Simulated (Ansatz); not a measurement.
Crystal: Ag.

```
CELL_PARAMETERS angstrom
0.00000 2.04275 2.04275
2.04275 0.00000 2.04275
2.04275 2.04275 0.00000
ATOMIC_POSITIONS crystal
Ag 0.00000 0.00000 0.00000
```

Base run:

| Item | Value |
| --- | --- |
| Program | Ansatz 0.2.0 |
| Functional | PBE |
| Potentials or basis | all-electron LAPW, scalar-relativistic |
| Cutoff | 240 eV (chosen from the basis error) |
| Basis error allowed | 0.001 eV/atom |
| k mesh | 11 × 11 × 11 |
| Occupations | gaussian, width 0.021 eV |
| Spin | no spin polarisation |

Its results: band gap on the k mesh none (metal or under the smearing width); pressure 4.3 GPa.

The run is repeated on the same cell with these changes: functional from PBE to LDA; occupations from gaussian, width 0.021 eV to gaussian, width 0.02 eV. What comes out?

Band gap on the k mesh none (metal or under the smearing width); pressure -7.7 GPa.
